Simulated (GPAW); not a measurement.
Crystal: Ge.

```
Ge
1.0
     1.39715   -2.60052    0.00000
     1.39715    2.60052    0.00000
     0.00000    0.00000    2.69823
Ge
1
Direct
  0.50000 0.50000 0.00000
```

This isn't the form of Ge at room conditions, which is diamond.

```yaml
Program: GPAW 26.7.0
Task: single point
Functional: PBE
Potentials_or_basis: GPAW PAW data sets (gpaw-data 1.2.1)
Cutoff: 600 eV
Basis: pw
k_mesh: 11 × 11 × 10
Occupations: fermi-dirac, width 0.05 eV
Spin: no spin polarisation
```

On this cell: pressure -0.8 GPa; band gap on the k mesh none (metal or under the smearing width).

The same run follows on a disturbed copy (cell strained at random at fixed volume):

```
CELL_PARAMETERS angstrom
1.36702 -2.63255 0.01333
1.36007 2.62881 0.00776
0.02036 -0.00289 2.73319
ATOMIC_POSITIONS crystal
Ge 0.51761 0.51484 0.99297
```

Question: What does the disturbed cell give?

Answer: The energy (extrapolated to zero smearing) moves by +13.6 meV/atom; pressure -0.4 GPa; band gap on the k mesh none (metal or under the smearing width).

Stress tensor (GPa, compression positive):
```
 3.84 -0.09 -0.32
-0.09 -1.79  0.07
-0.32  0.07 -3.22
```
